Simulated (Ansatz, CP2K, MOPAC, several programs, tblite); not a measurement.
Energy against volume for SrO (h-MgO type), at fixed shape and fractional coordinates, computed by several methods (PBE and r2SCAN, where shown, with plane waves in Ansatz); the cell shown is that of r2SCAN. With free coordinates or axes held, a curve is too stiff, and on another method's shape its minimum isn't the method's own volume. It is hexagonal, P6_3/mmc (No. 194); a = 4.270 Å, c = 5.144 Å in the conventional setting, 20.31 Å³ an atom. Sr is surrounded by 5 O at 2.47–2.57 Å; O is surrounded by 5 Sr at 2.47–2.57 Å. The cell comes from a prototype generator: it can be a known phase or a hypothetical one. Spin polarisation is off. Energies count from each curve's lowest point; fits are third-order Birch-Murnaghan.

```xyz
4
Lattice="4.2700 0.0000 0.0000 -2.1350 3.6980 0.0000 0.0000 0.0000 5.1445" Properties=species:S:1:pos:R:3 pbc="T T T"
Sr    0.0000    2.4653    1.2861
Sr    2.1350    1.2327    3.8583
O     2.1350    1.2327    1.2861
O     0.0000    2.4653    3.8583
```

Task: PBE, on the shape of its own relaxed cell, gives
```
V (Å³/atom)  E (meV/atom)
     19.421         17.88
     20.041          4.17
     20.661          0.00
     21.280          3.75
     21.900         14.39
```
What equilibrium volume and bulk modulus follow?

Result: V₀ = 20.66 Å³ an atom and B₀ = 69 GPa.

PBE/DZVP (CP2K), on the shape of the cell shown:

| V (Å³/atom) | E (meV/atom) |
| --- | --- |
| 17.871 | 120.55 |
| 19.090 | 35.60 |
| 20.308 | 0.00 |
| 21.527 | 0.44 |
| 22.745 | 27.33 |

V₀ = 20.88 Å³ an atom and B₀ = 70 GPa.

PM7 (MOPAC), on the shape of the cell shown, as a cluster of 72 atoms at the zone centre:
```csv
V (Å³/atom),E (meV/atom)
17.871,0.00
19.090,178.71
20.308,384.36
21.527,540.64
22.745,653.57
```
The lowest point is an end point, so the minimum isn't bracketed.

PBE/SZV (CP2K), on the shape of the cell shown:
```
V (Å³/atom)  E (meV/atom)
     17.871        689.68
     19.090        422.44
     20.308        230.15
     21.527         93.91
     22.745          0.00
```
This method closes the gap of a crystal that DFT finds insulating, so its curve rests on a wrong state.
The lowest point is an end point, so the minimum isn't bracketed.

GFN2-xTB (tblite), on the shape of the cell shown, as a cluster of 72 atoms at the zone centre:
```tsv
V (Å³/atom)	E (meV/atom)
17.871	0.00
19.090	62.61
20.308	130.41
21.527	199.97
22.745	268.83
```
This method closes the gap of a crystal that DFT finds insulating, so its curve rests on a wrong state.
The lowest point is an end point, so the minimum isn't bracketed.
